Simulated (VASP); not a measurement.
# GaP (R-3m) in VASP: further runs, part 2 of 3

VASP 6.6.1. The steps go on from the part before.

**3. Single point, PBE**

File INCAR:

```
SYSTEM = GaP
ADDGRID = .FALSE. ; ALGO = Normal
EDIFF = 1E-6 ; ENCUT = 300
GGA = PE ; ISIF = 2
ISMEAR = 0 ; LASPH = .TRUE.
LCHARG = .FALSE. ; LREAL = .FALSE.
LWAVE = .FALSE. ; NELM = 100
PREC = Accurate ; SIGMA = 0.05
```

File KPOINTS:

```
k-points
0
G
  2 2 2
  0 0 0
```

File POSCAR:

```
GaP
1.0
    1.9430151755      1.1218003346      6.4308101003
   -1.9430151755      1.1218003346      6.4308101003
    0.0000000000     -2.2436006692      6.4308101003
Ga P
2 2
Direct
    0.5646280000      0.5646280000      0.5646280000
    0.4353720000      0.4353720000      0.4353720000
    0.9426110000      0.9426110000      0.9426110000
    0.0573890000      0.0573890000      0.0573890000
```

Potentials or basis: VASP PAW PBE potentials, release 64 (Ga_d, P).

The run is started by

```
$ cat potpaw_PBE.64/Ga_d/POTCAR potpaw_PBE.64/P/POTCAR > POTCAR
$ mpirun -np 1 vasp_std > vasp.out
```

OUTCAR:

```text
SYSTEM = GaP
   EDIFF = 1E-6
   ENCUT = 300
   GGA = PE
   ISIF = 2
   ISMEAR = 0
   LASPH = .TRUE.
   LREAL = .FALSE.
   NELM = 100
   PREC = Accurate

 Found      4 irreducible k-points:

 Following reciprocal coordinates:
            Coordinates               Weight
  0.000000  0.000000  0.000000      1.000000
  0.500000  0.000000  0.000000      3.000000
  0.500000  0.500000  0.000000      3.000000
  0.500000  0.500000  0.500000      1.000000
   k-points           NKPTS =      4   k-points in BZ     NKDIM =      4   number of bands    NBANDS=     22
   number of dos      NEDOS =    301   number of ions     NIONS =      4
   total plane-waves  NPLWV =  64000
   dimension x,y,z NGX =    40 NGY =   40 NGZ =   40
   dimension x,y,z NGXF=    80 NGYF=   80 NGZF=   80
   ions per type =               2   2
   NGX,Y,Z   is equivalent  to a cutoff of   9.76,  9.76,  9.76 a.u.
   NGXF,Y,Z  is equivalent  to a cutoff of  19.53, 19.53, 19.53 a.u.
 SYSTEM =  GaP
   PREC   = accura    normal or accurate (medium, high low for compatibility)
   ISTART =      0    job   : 0-new  1-cont  2-samecut
   ICHARG =      2    charge: 1-file 2-atom 10-const
   ISPIN  =      1    spin polarized calculation?
   LNONCOLLINEAR =      F non collinear calculations
   LSORBIT =      F    spin-orbit coupling
   LASPH  =      T    aspherical Exc in radial PAW
   ENCUT  =  300.0 eV  22.05 Ry    4.70 a.u.   9.62  9.62  9.62*2*pi/ulx,y,z
   NELM   =    100;   NELMIN=  2; NELMDL= -5     # of ELM steps
   EDIFF  = 0.1E-05   stopping-criterion for ELM
[... 18 lines left out ...]
     AMIX     =   0.40;   BMIX     =  1.00
     AMIX_MAG =   1.60;   BMIX_MAG =  1.00
  volume/ion in A,a.u.               =      21.03       141.89
  Fermi-wavevector in a.u.,A,eV,Ry     =   1.233785  2.331515 20.711129  1.522225
  Thomas-Fermi vector in A             =   2.368501
   LORBIT       =      0    0 simple, 1 ext, 2 COOP (PROOUT), +10 PAW based schemes
   GGA     = PE    functional components
[... 5 lines left out ...]
 non-spin polarized calculation
 Gauss-broadening in eV      SIGMA  =   0.05
  energy-cutoff  :      300.00
  volume of cell :       84.10
 maximum number of plane-waves:      1021
 NGX is ok and might be reduce to    40
   NGX = 19   NGY = 19   NGZ = 19

 number of electron      36.0000033 magnetization

 Free energy of the ion-electron system (eV)
  ---------------------------------------------------
  ext. energy  EPLUGINS =         0.00000000
  ---------------------------------------------------
  free energy    TOTEN  =       -15.40307103 eV

  energy without entropy =      -15.40307103  energy(sigma->0) =      -15.40307103

 E-fermi :   5.0496     XC(G=0):  -9.5545

 val. band max:        4.8181768609   @ k =   0.0000   0.0000   0.0000
 cond. band min:       5.6032778933   @ k =   0.5000   0.5000   0.0000
 fundamental gap:      0.7851010324
 Fermi energy:         5.0495916895

 k-point     1 :       0.0000    0.0000    0.0000
  band No.  band energies     occupation
      1     -10.1175      2.00000
      2      -9.9884      2.00000
      3      -9.9884      2.00000
      4      -9.9701      2.00000
      5      -9.9701      2.00000
      6      -9.9245      2.00000
[... 14 lines left out ...]
     21       7.4724      0.00000
     22       8.3646      0.00000

 k-point     2 :       0.5000    0.0000    0.0000
  band No.  band energies     occupation
      1     -10.0915      2.00000
      2     -10.0885      2.00000
      3     -10.0131      2.00000
      4      -9.9840      2.00000
      5      -9.9455      2.00000
      6      -9.9269      2.00000
[... 14 lines left out ...]
     21       8.4395      0.00000
     22       9.2638      0.00000

 k-point     3 :       0.5000    0.5000    0.0000
  band No.  band energies     occupation
      1     -10.0975      2.00000
      2     -10.0489      2.00000
      3     -10.0385      2.00000
      4      -9.9892      2.00000
      5      -9.9454      2.00000
      6      -9.9256      2.00000
[... 14 lines left out ...]
     21       6.2755      0.00000
     22       8.7671      0.00000

 k-point     4 :       0.5000    0.5000    0.5000
  band No.  band energies     occupation
      1     -10.1162      2.00000
      2      -9.9865      2.00000
      3      -9.9865      2.00000
      4      -9.9725      2.00000
      5      -9.9725      2.00000
      6      -9.9254      2.00000
[... 14 lines left out ...]
     21       8.5813      0.00000
     22       8.5813      0.00000

------------------------ aborting loop because EDIFF is reached ----------------------------------------

  FORCE on cell =-STRESS in cart. coord.  units (eV):
  Direction    XX          YY          ZZ          XY          YZ          ZX
  --------------------------------------------------------------------------------------
  -------------------------------------------------------------------------------------
  Total        3.4735278      3.4735278     -1.3635101      0.0000000     -0.0000000      0.0000000
  in kB       66.1717578     66.1717578    -25.9752802      0.0000000     -0.0000000      0.0000000
  external PRESSURE =      35.4560785 kB  Pullay stress =       0.0000000 kB

 VOLUME and BASIS-vectors are now :
 -----------------------------------------------------------------------------
  energy-cutoff  :      300.00
  volume of cell :       84.10
      direct lattice vectors                 reciprocal lattice vectors
     1.943015176  1.121800335  6.430810100     0.257332010  0.148570705  0.051833801
    -1.943015176  1.121800335  6.430810100    -0.257332010  0.148570705  0.051833801
     0.000000000 -2.243600669  6.430810100     0.000000000 -0.297141410  0.051833801

 POSITION                                       TOTAL-FORCE (eV/Angst)
 -----------------------------------------------------------------------------------
      0.00000      0.00000     10.89305         0.000000     -0.000000     -0.312031
      0.00000      0.00000      8.39938         0.000000     -0.000000      0.312031
      0.00000      0.00000     18.18526         0.000000      0.000000      0.420462
      0.00000      0.00000      1.10717         0.000000     -0.000000     -0.420462
 -----------------------------------------------------------------------------------
    total drift:                                0.000000     -0.000000      0.000000

  FREE ENERGIE OF THE ION-ELECTRON SYSTEM (eV)
  ---------------------------------------------------
  free  energy   TOTEN  =       -15.4030710337 eV

  energy  without entropy=      -15.4030710336  energy(sigma->0) =      -15.40307103
```

Run time: 11 s. Hardware: 1 thread of Intel Xeon Platinum 8488C (Sapphire Rapids), shared host; peak memory 0.22 GiB.

The run converged, but some of its settings lie outside the range that counts as converged, so its numbers aren't taken as properties of the crystal.

What came out:

* Free energy: -15.4031 eV
* Largest force: 0.420 eV/Å
* Band gap on the k mesh: 0.79 eV, indirect (least direct gap 1.05 eV)

Caveat: the k mesh is coarse (spacing up to 0.95 Å⁻¹), so the values aren't converged; the cutoff is under 1.25 times the usual one of these potentials, so pressure, stress and relaxed cells hold a basis-set (Pulay) error.

**4. Single point, PBE**

INCAR: that of step 3 with these lines changed.

```diff
@@ -2,3 +2,3 @@
 ADDGRID = .FALSE. ; ALGO = Normal
-EDIFF = 1E-6 ; ENCUT = 300
+EDIFF = 1E-6 ; ENCUT = 350
 GGA = PE ; ISIF = 2
```

KPOINTS is that of step 3.

POSCAR is that of step 3.

Potentials or basis: VASP PAW PBE potentials, release 64 (Ga_d, P).

The run is started by

```
$ cat potpaw_PBE.64/Ga_d/POTCAR potpaw_PBE.64/P/POTCAR > POTCAR
$ mpirun -np 1 vasp_std > vasp.out
```

OUTCAR:

```text
SYSTEM = GaP
   EDIFF = 1E-6
   ENCUT = 350
   GGA = PE
   ISIF = 2
   ISMEAR = 0
   LASPH = .TRUE.
   LREAL = .FALSE.
   NELM = 100
   PREC = Accurate

 Found      4 irreducible k-points:

 Following reciprocal coordinates:
            Coordinates               Weight
  0.000000  0.000000  0.000000      1.000000
  0.500000  0.000000  0.000000      3.000000
  0.500000  0.500000  0.000000      3.000000
  0.500000  0.500000  0.500000      1.000000
   k-points           NKPTS =      4   k-points in BZ     NKDIM =      4   number of bands    NBANDS=     22
   number of dos      NEDOS =    301   number of ions     NIONS =      4
   total plane-waves  NPLWV =  74088
   dimension x,y,z NGX =    42 NGY =   42 NGZ =   42
   dimension x,y,z NGXF=    84 NGYF=   84 NGZF=   84
   ions per type =               2   2
   NGX,Y,Z   is equivalent  to a cutoff of  10.25, 10.25, 10.25 a.u.
   NGXF,Y,Z  is equivalent  to a cutoff of  20.50, 20.50, 20.50 a.u.
 SYSTEM =  GaP
   PREC   = accura    normal or accurate (medium, high low for compatibility)
   ISTART =      0    job   : 0-new  1-cont  2-samecut
   ICHARG =      2    charge: 1-file 2-atom 10-const
   ISPIN  =      1    spin polarized calculation?
[... 54 lines left out ...]

 E-fermi :   5.0475     XC(G=0):  -9.5543

 val. band max:        4.8176505910   @ k =   0.0000   0.0000   0.0000
 cond. band min:       5.6025030239   @ k =   0.5000   0.5000   0.0000
 fundamental gap:      0.7848524330
 Fermi energy:         5.0474648617

 k-point     1 :       0.0000    0.0000    0.0000
  band No.  band energies     occupation
      1     -10.1210      2.00000
      2      -9.9922      2.00000
      3      -9.9922      2.00000
      4      -9.9736      2.00000
      5      -9.9736      2.00000
      6      -9.9283      2.00000
[... 89 lines left out ...]
     21       8.5787      0.00000
     22       8.5787      0.00000

------------------------ aborting loop because EDIFF is reached ----------------------------------------

  FORCE on cell =-STRESS in cart. coord.  units (eV):
  Direction    XX          YY          ZZ          XY          YZ          ZX
  --------------------------------------------------------------------------------------
  -------------------------------------------------------------------------------------
  Total        3.5008584      3.5008584     -1.3711065      0.0000000      0.0000000      0.0000000
  in kB       66.6924135     66.6924135    -26.1199935      0.0000000      0.0000000      0.0000000
  external PRESSURE =      35.7549445 kB  Pullay stress =       0.0000000 kB

 VOLUME and BASIS-vectors are now :
 -----------------------------------------------------------------------------
  energy-cutoff  :      350.00
  volume of cell :       84.10
      direct lattice vectors                 reciprocal lattice vectors
     1.943015176  1.121800335  6.430810100     0.257332010  0.148570705  0.051833801
    -1.943015176  1.121800335  6.430810100    -0.257332010  0.148570705  0.051833801
     0.000000000 -2.243600669  6.430810100     0.000000000 -0.297141410  0.051833801

 POSITION                                       TOTAL-FORCE (eV/Angst)
 -----------------------------------------------------------------------------------
      0.00000      0.00000     10.89305         0.000000      0.000000     -0.310497
      0.00000      0.00000      8.39938         0.000000      0.000000      0.310497
      0.00000      0.00000     18.18526         0.000000      0.000000      0.429582
      0.00000      0.00000      1.10717         0.000000      0.000000     -0.429582
 -----------------------------------------------------------------------------------
    total drift:                                0.000000      0.000000      0.000000

  FREE ENERGIE OF THE ION-ELECTRON SYSTEM (eV)
  ---------------------------------------------------
  free  energy   TOTEN  =       -15.4054654067 eV

  energy  without entropy=      -15.4054654067  energy(sigma->0) =      -15.40546541
```

OSZICAR:

```text
N       E                     dE             d eps       ncg     rms          rms(c)
DAV:   1     0.190519228055E+03    0.19052E+03   -0.14173E+04   182   0.188E+03
DAV:   2     0.496331362104E+01   -0.18556E+03   -0.18112E+03   182   0.389E+02
DAV:   3    -0.152707642061E+02   -0.20234E+02   -0.19863E+02   224   0.112E+02
DAV:   4    -0.159129257602E+02   -0.64216E+00   -0.64023E+00   194   0.203E+01
DAV:   5    -0.159363069947E+02   -0.23381E-01   -0.23376E-01   258   0.332E+00    0.665E+00
DAV:   6    -0.154663943488E+02    0.46991E+00   -0.95727E-01   238   0.124E+01    0.410E+00
DAV:   7    -0.153972647710E+02    0.69130E-01   -0.44465E-01   194   0.347E+00    0.155E+00
DAV:   8    -0.154030086401E+02   -0.57439E-02   -0.49245E-02   228   0.244E+00    0.311E-01
DAV:   9    -0.154047442420E+02   -0.17356E-02   -0.63674E-03   202   0.967E-01    0.921E-02
DAV:  10    -0.154051849852E+02   -0.44074E-03   -0.87263E-04   234   0.221E-01    0.361E-02
DAV:  11    -0.154054377266E+02   -0.25274E-03   -0.24861E-04   206   0.854E-02    0.185E-02
DAV:  12    -0.154054607189E+02   -0.22992E-04   -0.23024E-05   182   0.291E-02    0.952E-03
DAV:  13    -0.154054652903E+02   -0.45714E-05   -0.97046E-06   156   0.184E-02    0.266E-03
DAV:  14    -0.154054654067E+02   -0.11640E-06   -0.36971E-07   136   0.477E-03
   1 F= -.15405465E+02 E0= -.15405465E+02  d E =-.471519E-11
```

It took 14 s on 1 thread of Intel Xeon Platinum 8488C (Sapphire Rapids), shared host; peak memory 0.23 GiB.

These settings aren't checked as converged: the numbers below hold their error.

What came out:

```
Free energy            : -15.4055 eV
Pressure               : 3.6 GPa
Largest force          : 0.430 eV/Å
Band gap on the k mesh : 0.78 eV, indirect (least direct gap 1.05 eV)
```

Caveat: the k mesh is coarse (spacing up to 0.95 Å⁻¹), so the values aren't converged; the cutoff is under 1.25 times the usual one of these potentials, so pressure, stress and relaxed cells hold a basis-set (Pulay) error.

[end of part 2 of 3]
